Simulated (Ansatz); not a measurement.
**TiC: a sweep of the smearing**

One table from this session's results is given with a row withheld; the runs are named, their logs left out.

Program: Ansatz 0.2.0. Level of theory: DFT, PBE, all-electron LAPW, scalar-relativistic. These are calculated values, not measurements.

## Starting point

It takes space group P-6m2 (No. 187, hexagonal). Conventional cell: a = 3.045 Å, b = 3.045 Å, c = 2.694 Å, α = 90.00°, β = 90.00°, γ = 120.00°. Ti (site symmetry -6m2) is surrounded by 6 C at 2.21 Å. C (site symmetry -6m2) has 6 Ti at 2.21 Å as nearest neighbours.

As a file:

```cif
data_structure
_symmetry_space_group_name_H-M 'P 1'
_symmetry_Int_Tables_number 1
_cell_length_a 3.0453
_cell_length_b 3.0453
_cell_length_c 2.6939
_cell_angle_alpha 90.000
_cell_angle_beta 90.000
_cell_angle_gamma 120.000
_cell_volume 21.64
loop_
_atom_site_label
_atom_site_type_symbol
_atom_site_fract_x
_atom_site_fract_y
_atom_site_fract_z
_atom_site_occupancy
Ti1 Ti 0.00000 0.00000 0.00000 1
C1 C 0.33333 0.66667 0.50000 1
```

The structure (WC type) was typed from a prototype and relaxed by PAW; whether it is the ground state wasn't tested.

Atoms are numbered in the order of the input: Ti1, C2.

The first run:

Input file input.yaml:

```yaml
crystal:
  lattice:
    - [3.0452841791, 0.0, 0.0]
    - [-1.5226420896, 2.6372934609, 0.0]
    - [0.0, 0.0, 2.6939039114]
  atoms:
    - { symbol: Ti, position: [0.0, 0.0, 0.0] }
    - { symbol: C, position: [0.3333333333, 0.6666666667, 0.5] }
kpoints:
  mp_grid: { grid: [16, 16, 14] }
scf:
  occupations: { method: gaussian, width: 0.05 }
hamiltonian:
  xc: pbe
  pseudopotentials: { kind: all_electron, lapw: { basis_error: 0.0005 } }
output:
  forces: true
  stress: true
  eigenvalues: true
```

The run is started by

```console
$ ansatz run input.yaml --threads 1 --pin off --max-ram 2048MiB --backend cpu --events-out ev --progress --plain --runs-dir out
```

Among the steps run: With Gaussian smearing of 0.05 eV; With Gaussian smearing of 0.2 eV; With Methfessel–Paxton smearing of 0.2 eV; With Fermi–Dirac smearing of 0.15 eV; With tetrahedron filling.

One of the session's tables, all rows but one given; the rest of the session is left out.

It belongs to the step «The sweep in one table». 

| smearing | energy from the first row (meV/atom) |
| --- | --- |
| Gaussian smearing of 0.05 eV | 0.00 |
| Gaussian smearing of 0.2 eV | 0.19 |
| Methfessel–Paxton smearing of 0.2 eV | -0.06 |
| Fermi–Dirac smearing of 0.15 eV | 2.92 |
| tetrahedron filling | ? |

Estimate the missing values for tetrahedron filling.

The run gave: energy from the first row (meV/atom): 0.04. In the column «energy from the first row (meV/atom)» it lies between Gaussian smearing of 0.05 eV (0.00) and Gaussian smearing of 0.2 eV (0.19).

Energies are those extrapolated to zero smearing.

Limits of these values: Warnings in the runs' records: tetrahedron derivatives may miss energy slope, band table not solved further.
